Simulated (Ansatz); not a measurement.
Stationary points along a deformation path in BN

These are results of Ansatz 0.2.0, DFT PBE+D3(BJ), scalar-relativistic, plane waves, PAW, not measurements. Settings: plane waves to 420 eV, k-mesh 12×12×12 (Γ-centred), Gaussian smearing 0.05 eV. No spin polarisation. Energies are free energies at this smearing, counted from the undisturbed cell; pressure is positive in compression.

Zero of the scan (relaxed at this level; this form isn't the usual structure):

```xyz
2
Lattice="0.0000 3.3395 2.1688 1.2538 0.0000 2.1688 1.2538 3.3395 0.0000" Properties=species:S:1:pos:R:3 pbc="T T T"
B     1.2538    3.3395    0.0005
N     1.2538    3.3395    2.8915
```

At fixed volume and fractional coordinates, lengths along (0.000, 0.000, 1.000) are scaled against those across it; ρ is that ratio over its starting value. V = 9.081 Å³/atom. Δσ is the stress along the axis less the mean stress across it (compression positive).

| ρ | ΔE (meV/atom) | Δσ (GPa) | space group |
| --- | --- | --- | --- |
| 0.800 | 701.2 | 177.81 | Fmm2 |
| 0.850 | 358.6 | 122.34 | Fmm2 |
| 0.920 | 90.2 | 58.60 | Fmm2 |
| 0.960 | 21.1 | 27.70 | Fmm2 |
| 1.000 | 0.0 | 0.01 | Fmm2 |
| 1.050 | 28.8 | -30.84 | Fmm2 |
| 1.100 | 107.3 | -58.22 | Fmm2 |
| 1.200 | 377.1 | -105.01 | Fmm2 |
| 1.300 | 754.4 | -143.88 | Fmm2 |

How does the stress give the slope of the energy, and where is the energy stationary?

Along the path d ln(length) is 2/3 d ln ρ on the axis and −1/3 d ln ρ across it, so dE/d ln ρ = −(2/3) V Δσ: the energy falls with ρ where Δσ is positive. Δσ vanishes or changes sign at ρ = 1.000 (Fmm2), a minimum at 0.0 meV/atom. Pairs of stationary points between two samples would go unseen, and could change a minimum read from distant neighbours into a maximum.

Integrate that slope from ρ = 1 to 0.850 by the trapezoid rule.

With V/N in Å³ and 1 eV/Å³ = 160.2 GPa the slopes at ρ = 1.000, 0.960, 0.920, 0.850 are 0, -1047, -2214, -4623 meV/atom per unit of ln ρ. The steps add 21.4 + 69.4 + 270.5 = 361.3 meV/atom, against 358.6 from the energies; the trapezoid rule misses the curvature of the slope within each step.

Forces appear on the atoms along this scan, and letting them relax would lower the energy and soften the response.

Cost: 9 runs of about 0.81 core-minutes in all, on Intel Xeon Platinum 8259CL (Skylake/Cascade Lake) (shared hosts).